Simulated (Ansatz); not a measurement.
# HgTe: the change of pressure with volume scale

Results calculated with Ansatz 0.2.0, not measured. Periodic Kohn-Sham DFT of a crystal at fixed atoms, scaled to volume_scale times the given cell; pressure positive in compression, energy less spherical unpolarised free atoms, largest_vzz the field gradient of largest size among the nuclei.

The cell before it is scaled or strained (space group F-43m, No. 216):
```
cell vectors (Å)
   0.0000     3.2235     3.2235
   3.2235     0.0000     3.2235
   3.2235     3.2235     0.0000
atoms (fractions of the cell vectors)
Hg  0.00000  0.00000  0.00000
Te  0.75000  0.75000  0.75000
```

Settings of every row: method frozen-core PAW; functional PBE; relativity scalar; k mesh 11x11x11; filling fermi-dirac; smearing width 0.03 eV; wave cutoff 420 eV; paw set soft_2.

Atom start moment: 0 on all atoms.

Limits: no spin-orbit coupling on heavy atoms.

| row | volume scale | V (Å³/atom) | pressure (GPa) |
| --- | --- | --- | --- |
| 1 | 0.94 | 31.486 | 7.928 |
| 2 | 0.95 | 31.82 | 7.189 |
| 3 | 0.96 | 32.155 | 6.491 |
| 4 | 0.98 | 32.825 | 5.209 |
| 5 | 0.99 | 33.16 | 4.62 |
| 6 | 1 | 33.495 | 4.064 |
| 7 | 1.01 | 33.83 | 3.539 |
| 8 | 1.02 | 34.165 | ? |
| 9 | 1.04 | 34.835 | 2.129 |
| 10 | 1.06 | 35.505 | 1.313 |

Question: what pressure should row 8 give?

Worked fit of pressure. Take u = (V_r/V)^(2/3) − 1 with V_r = 33.16 Å³ an atom, which is twice the finite (Eulerian) strain; such expansions in the strain, on which the Birch-Murnaghan equation of state is built, carry the rest volume and the bulk modulus. The shown rows have u = 0.03514, 0.02788, 0.02073, 0.00679, 0, -0.00668, -0.01325, -0.03232, -0.04453. Least squares give pressure = 4.6202 + 84.903 × u + 251.93 × u² + 296 × u³ GPa; a parabola predicts inner rows, each left out in turn, worse (root mean square 0.0038 against 0.00054 GPa). The rows lie off it by 0.000, -0.001, 0.000, 0.001, 0.000, 0.000, 0.000, 0.000, 0.000. The withheld row has u = -0.01971, so the fit gives 4.6202 + 84.903 × (-0.01971) + 251.93 × (-0.01971)² + 296 × (-0.01971)³ = 3.042 GPa.

The calculation gave 3.042 GPa. The fit meets it to the printed digit.
